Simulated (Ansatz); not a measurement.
Ga2O3: which input changes reach the field gradients?

Cell: a COD entry, taken as it stands.

Space group C2/m (No. 12); a = 12.2140, b = 3.0371, c = 5.7981 Å, β = 103.83°.

```
site  Wyckoff  site symmetry       x       y       z
 Ga1       4i              m  0.0905  0.0000  0.7946
 Ga3       4i              m  0.6587  0.0000  0.3140
  O5       4i              m  0.1645  0.0000  0.1098
  O7       4i              m  0.1733  0.0000  0.5632
  O9       4i              m  0.4959  0.0000  0.2566
```

One atom of each set is listed; the run and its k-mesh use a cell of 10 atoms with edges of 6.29, 6.29, 5.80 Å.

Reference run. The numbers come from a DFT calculation in Ansatz (PBE, plane waves and PAW, scalar-relativistic, 420 eV cutoff, Γ-centred 10×10×6 k-points, Fermi–Dirac smearing 0.02 eV).

It gives V_zz (10²¹ V/m²) O9 -11.05 (η 0.04), Ga1 3.81 (η 0.78), among others. Each of these runs changes the input as listed (caps on SCF iterations aside):

A. kpoints.mp_grid.grid: [10, 10, 6] → [5, 5, 3]; hamiltonian.xc: pbe → r2scan
B. magnetization: not typed → {spin_polarized: true, spin_orbit: true}; hamiltonian.pseudopotentials: {kind: paw} → {kind: nc}

Task: How does each run end, and how far do the gradients move?

Result: 

| run | O9 V_zz (η) | Ga1 V_zz (η) | largest change of a gradient tensor, all atoms | note |
| --- | --- | --- | --- | --- |
| A | -10.91 (0.04) | 3.81 (0.78) | 0.19 | converged; another functional; cutoff taken 500 eV; mesh coarser than the reference's |
| B | – | – | – | refused: 3 input errors — fix all and re-run |

Run A moves a gradient tensor by up to 0.19, on O5 (V_zz from -8.52 to -8.33); against its own size the tensor moves most on O7 among sites above 0.3 (by 0.11, V_zz from 4.00 to 3.90). Run B holds spin-orbit coupling on scalar files.

Run A changes kpoints.mp_grid.grid, hamiltonian.xc together, so the table can't tell their shares apart.

On the reference run: At this cell the PBE pressure is 10 GPa, so with PBE the cell would grow if it were relaxed.
